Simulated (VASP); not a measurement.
# Mo in VASP: a series of runs, part 2 of 2

VASP 6.6.1.

### 3 Relaxation of the atoms, PBE

INCAR

```
PREC     = Accurate       # precision mode
ENCUT    = 520            # plane-wave cutoff, eV
EDIFF    = 1E-6           # SCF threshold, eV
ISMEAR   = 1              # smearing method
SIGMA    = 0.1            # smearing width, eV
LREAL    = F              # projectors in reciprocal space
LASPH    = T              # aspherical terms in the spheres
NELM     = 80             # most SCF steps
ALGO     = Normal         # electronic algorithm
ISIF     = 2              # what is computed and relaxed
LWAVE    = F              # write WAVECAR
LCHARG   = F              # write CHGCAR
LDIPOL   = T            
IDIPOL   = 3            
DIPOL    = 0.5 0.5 0.500
GGA      = PE             # functional
IBRION   = 2              # ionic algorithm
NSW      = 80             # ionic steps
EDIFFG   = -0.02          # ionic threshold
KPAR     = 4
```

KPOINTS

```
Automatic mesh
0
Gamma
  15 15 1
```

POSCAR

```
Mo
1.0
    2.7381852700      0.0000000000      0.0000000000
   -0.9127284200      2.5815858300      0.0000000000
    0.0000000000      0.0000000000     26.1785945400
Mo
6
Direct
    0.5000000000      0.5000000000      0.2864936100
    0.0000000000      0.0000000000      0.3718961600
    0.5000000000      0.5000000000      0.4572987200
    0.0000000000      0.0000000000      0.5427012800
    0.5000000000      0.5000000000      0.6281038400
    0.0000000000      0.0000000000      0.7135063900
```

Potentials or basis: VASP PAW PBE potentials, release 64 (Mo_sv).

Launch:

```console
cat potpaw_PBE.64/Mo_sv/POTCAR > POTCAR
mpirun -np 4 vasp_std > vasp.out
```

OUTCAR:

```text
PREC = Accurate
   ENCUT = 520
   EDIFF = 1E-6
   ISMEAR = 1
   LREAL = F
   LASPH = T
   NELM = 80
   ISIF = 2
   GGA = PE
   IBRION = 2
   NSW = 80
   EDIFFG = -0.02

 ion  position               nearest neighbor table
   1  0.500  0.500  0.286-   2 2.74   2 2.74   2 3.16   2 3.16
   2  0.000  0.000  0.372-   1 2.74   1 2.74   3 2.74   3 2.74   1 3.16   1 3.16   3 3.16   3 3.16

   3  0.500  0.500  0.457-   2 2.74   2 2.74   4 2.74   4 2.74   2 3.16   2 3.16   4 3.16   4 3.16

   4  0.000  0.000  0.543-   5 2.74   5 2.74   3 2.74   3 2.74   5 3.16   5 3.16   3 3.16   3 3.16

   5  0.500  0.500  0.628-   6 2.74   6 2.74   4 2.74   4 2.74   6 3.16   6 3.16   4 3.16   4 3.16

   6  0.000  0.000  0.714-   5 2.74   5 2.74   5 3.16   5 3.16

  LATTYP: Found a base centered orthorhombic cell.
 ALAT       =     3.1617840073
 B/A-ratio  =     1.4142135607
 C/A-ratio  =     8.2796909844

  Lattice vectors:

 A1 = (   2.7381852700,   0.0000000000,   0.0000000000)
 A2 = (  -0.9127284200,   2.5815858300,   0.0000000000)
 A3 = (   0.0000000000,   0.0000000000,  26.1785945400)

Analysis of symmetry for initial positions (statically):
=====================================================================
 Subroutine PRICEL returns:
 Original cell was already a primitive cell.
[... 378 lines left out ...]
  free  energy   TOTEN  =       -63.1498752743 eV

  energy  without entropy=      -63.1500263874  energy(sigma->0) =      -63.14992565

 dipolmoment           0.000000      0.000000     -0.000000 electrons x Angstroem

--------------------------------------- Ionic step       12  -------------------------------------------

 number of electron      83.9999978 magnetization

 dipolmoment           0.000000      0.000000      0.000000 electrons x Angstroem

 Free energy of the ion-electron system (eV)
  ---------------------------------------------------
  ext. energy  EPLUGINS =         0.00000000
  ---------------------------------------------------
  free energy    TOTEN  =       -63.14998078 eV

  energy without entropy =      -63.15016019  energy(sigma->0) =      -63.15004058

 E-fermi :   4.2048     XC(G=0):  -7.5816

 val. band max:        4.1990890821   @ k =   0.2667   0.2667   0.0000
 cond. band min:       4.2079874711   @ k =  -0.4000   0.3333   0.0000
 fundamental gap:      0.0088983890
 Fermi energy:         4.2047640259

 k-point     1 :       0.0000    0.0000    0.0000
  band No.  band energies     occupation
      1     -57.0606      2.00000
      2     -57.0293      2.00000
      3     -56.9500      2.00000
      4     -56.8599      2.00000
      5     -56.7442      2.00000
      6     -56.7420      2.00000
[... 1261 lines left out ...]
     49       6.0090     -0.00000
     50       6.2064      0.00000

 [... further k-points ...]

------------------------ aborting loop because EDIFF is reached ----------------------------------------

 vacuum level on the upper side and lower side of the slab       (xc-potential included)        -0.011        -0.011

  FORCE on cell =-STRESS in cart. coord.  units (eV):
  Direction    XX          YY          ZZ          XY          YZ          ZX
  --------------------------------------------------------------------------------------
  -------------------------------------------------------------------------------------
  Total       -2.2800057     -2.2484695     -0.0722185      0.0445989      0.0000000      0.0000000
  in kB      -19.7401656    -19.4671272     -0.6252638      0.3861345      0.0000000      0.0000000
  external PRESSURE =     -13.2775189 kB  Pullay stress =       0.0000000 kB
[... 21 lines left out ...]
  FREE ENERGIE OF THE ION-ELECTRON SYSTEM (eV)
  ---------------------------------------------------
  free  energy   TOTEN  =       -63.1499807769 eV

  energy  without entropy=      -63.1501601865  energy(sigma->0) =      -63.15004058

 reached required accuracy - stopping structural energy minimisation

 vacuum level on the upper side and lower side of the slab         8.752         8.752
```

CONTCAR:

```text
Mo
   1.00000000000000
     2.7381852699999998    0.0000000000000000    0.0000000000000000
    -0.9127284200000000    2.5815858299999999    0.0000000000000000
     0.0000000000000000    0.0000000000000000   26.1785945399999989
  Mo
     6
Direct
     0.5000000000000000    0.5000000000000000    0.2899139580385499
     1.0000000000000000    0.0000000000000000    0.3712009135753216
     0.5000000000000000    0.5000000000000000    0.4571802296117660
     0.0000000000000000    0.0000000000000000    0.5428197703882340
     0.5000000000000000    0.5000000000000000    0.6287990864246782
     0.0000000000000000    0.0000000000000000    0.7100860419614500

  0.00000000E+00  0.00000000E+00  0.00000000E+00
  0.00000000E+00  0.00000000E+00  0.00000000E+00
  0.00000000E+00  0.00000000E+00  0.00000000E+00
  0.00000000E+00  0.00000000E+00  0.00000000E+00
  0.00000000E+00  0.00000000E+00  0.00000000E+00
  0.00000000E+00  0.00000000E+00  0.00000000E+00
```

Run time: 32 min. Hardware: 4 MPI ranks of AMD EPYC 7R43 (Zen 3), shared host; peak memory 0.49 GiB.

What came out:

* Free energy: -63.1500 eV
* Energy gained by relaxing: 12.2 meV/atom
* Ionic steps: 12
* Largest force after relaxing: 0.008 eV/Å
* Band gap on the k mesh: none (metal or under the smearing width)

Forces on the atoms (eV/Å):
```
Mo   0.000  0.000  0.005
Mo   0.000  0.000  0.002
Mo   0.000  0.000 -0.008
Mo   0.000  0.000  0.008
Mo   0.000  0.000 -0.002
Mo   0.000  0.000 -0.005
```

The path:
```
step  energy change (eV)  largest force (eV/Å)  pressure (GPa)
   1              0.0000                0.6652           -3.23
   2             -0.0564                0.3081           -2.57
   3             -0.0638                0.2331           -2.16
   4             -0.0688                0.0871           -1.97
   5             -0.0689                0.0799           -1.94
   6             -0.0700                0.0541           -1.87
   7             -0.0721                0.0633           -1.68
   8             -0.0701                0.1916           -1.27
   9             -0.0724                0.0696           -1.58
  10             -0.0731                0.0309           -1.42
  11             -0.0732                0.0344           -1.38
  12             -0.0733                0.0082           -1.33
```

Final structure:
```
Mo
1.0
     2.73819    0.00000    0.00000
    -0.91273    2.58159    0.00000
     0.00000    0.00000   26.17859
Mo
6
Direct
  0.50000 0.50000 0.28991
  0.00000 0.00000 0.37120
  0.50000 0.50000 0.45718
  0.00000 0.00000 0.54282
  0.50000 0.50000 0.62880
  0.00000 0.00000 0.71009
```

### 4 Single point, PBE

INCAR

```
PREC     = Accurate       # precision mode
ENCUT    = 520            # plane-wave cutoff, eV
EDIFF    = 1E-7           # SCF threshold, eV
ISMEAR   = 1              # smearing method
SIGMA    = 0.1            # smearing width, eV
LREAL    = F              # projectors in reciprocal space
LASPH    = T              # aspherical terms in the spheres
NELM     = 80             # most SCF steps
ALGO     = Fast           # electronic algorithm
ISIF     = 2              # what is computed and relaxed
LWAVE    = F              # write WAVECAR
LCHARG   = F              # write CHGCAR
LDIPOL   = T            
IDIPOL   = 3            
DIPOL    = 0.5 0.5 0.500
GGA      = PE             # functional
LVHAR    = T            
LVACPOTAV= T            
ICORELEVEL= 1            
KPAR     = 4
```

KPOINTS

```
regular mesh
0
Gamma
  15 15 1
```

POSCAR

```
Mo                                      
1.0
    2.7381852700      0.0000000000      0.0000000000
   -0.9127284200      2.5815858300      0.0000000000
    0.0000000000      0.0000000000     26.1785945400
  Mo            
     6
Direct
     0.5000000000000000    0.5000000000000000    0.2899139580385499
     1.0000000000000000    0.0000000000000000    0.3712009135753216
     0.5000000000000000    0.5000000000000000    0.4571802296117660
     0.0000000000000000    0.0000000000000000    0.5428197703882340
     0.5000000000000000    0.5000000000000000    0.6287990864246782
     0.0000000000000000    0.0000000000000000    0.7100860419614500
```

Launch:

```console
cat potpaw_PBE.64/Mo_sv/POTCAR > POTCAR
mpirun -np 4 vasp_std > vasp.out
```

It took 15 min on 4 MPI ranks of AMD EPYC 7R43 (Zen 3), shared host; peak memory 0.52 GiB.

Results (log left out):

| Item | Value |
| --- | --- |
| Free energy | -63.1500 eV |
| Largest force | 0.008 eV/Å |
| Band gap on the k mesh | none (metal or under the smearing width) |
| Work function of the upper face | 4.56 eV |
| Work function of the lower face | 4.56 eV |

Forces on the atoms (eV/Å):
```
Mo   0.000  0.000  0.004
Mo   0.000  0.000  0.002
Mo   0.000  0.000 -0.008
Mo   0.000  0.000  0.008
Mo   0.000  0.000 -0.002
Mo   0.000  0.000 -0.004
```

Levels at points of the mesh, in eV from the Fermi level:
| k point | band 38 | band 39 | band 40 | band 41 | band 42 | band 43 | band 44 | band 45 | band 46 | band 47 |
| --- | --- | --- | --- | --- | --- | --- | --- | --- | --- | --- |
| (0.00, 0.00, 0.00) | -1.38 | -1.24 | -1.21 | -1.17 | -0.66 | -0.45 | 0.47 | 0.72 | 1.14 | 1.23 |

Core levels (eV, on the scale of the bands):
```
atom                                                                levels
1 Mo  1s -19811.7, 2s -2791.9, 2p -2494.9, 3s -469.1, 3p -371.8, 3d -213.6
2 Mo  1s -19811.8, 2s -2792.0, 2p -2495.0, 3s -469.2, 3p -371.9, 3d -213.7
3 Mo  1s -19811.8, 2s -2792.0, 2p -2495.0, 3s -469.2, 3p -371.9, 3d -213.7
4 Mo  1s -19811.8, 2s -2792.0, 2p -2495.0, 3s -469.2, 3p -371.9, 3d -213.7
5 Mo  1s -19811.8, 2s -2792.0, 2p -2495.0, 3s -469.2, 3p -371.9, 3d -213.7
6 Mo  1s -19811.7, 2s -2791.9, 2p -2494.9, 3s -469.1, 3p -371.8, 3d -213.6
```
